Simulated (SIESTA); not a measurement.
Pt:

```
CELL_PARAMETERS angstrom
0.00000 1.96090 1.96090
1.96090 0.00000 1.96090
1.96090 1.96090 0.00000
ATOMIC_POSITIONS crystal
Pt 0.00000 0.00000 0.00000
```

```yaml
Program: SIESTA 5.4.2
Task: relaxation of cell and atoms
Functional: PBE
Potentials_or_basis: PseudoDojo 0.4 standard (PBE files)
Basis: TZP (energy shift 0.003 Ry; two zetas on semicore shells)
Grid_cutoff: 800 Ry
Energy_shift: 0.003 Ry
k_mesh: 12 × 12 × 12
Occupations: fermi-dirac, width 0.05 eV
Spin: no spin polarisation
```

At the start: pressure 14.1 GPa; volume 15.08 Å³/atom.

**Question.** Where does the relaxation end?

**Answer.** Over 3 steps the energy falls by 30.0 meV/atom and the volume is 15.81 Å³/atom (+4.8 %); space group Fm-3m (No. 225, to 0.05 Å).

Step by step:
```csv
step,energy change (eV),largest force (eV/Å),pressure (GPa),volume (Å³)
1,0.0000,0.0000,14.07,15.08
2,-0.0284,0.0000,-2.65,15.96
3,-0.0300,0.0000,-0.18,15.81
```

Final structure:
```
Pt
1.0
     0.00001    1.99207    1.99207
     1.99207    0.00001    1.99207
     1.99207    1.99207    0.00001
Pt
1
Direct
  0.00000 0.00000 0.00000
```

Caveat: short orbitals over semicore shells can move pressures by several GPa; the basis of atomic orbitals isn't converged, which shifts pressures, moduli and gaps.
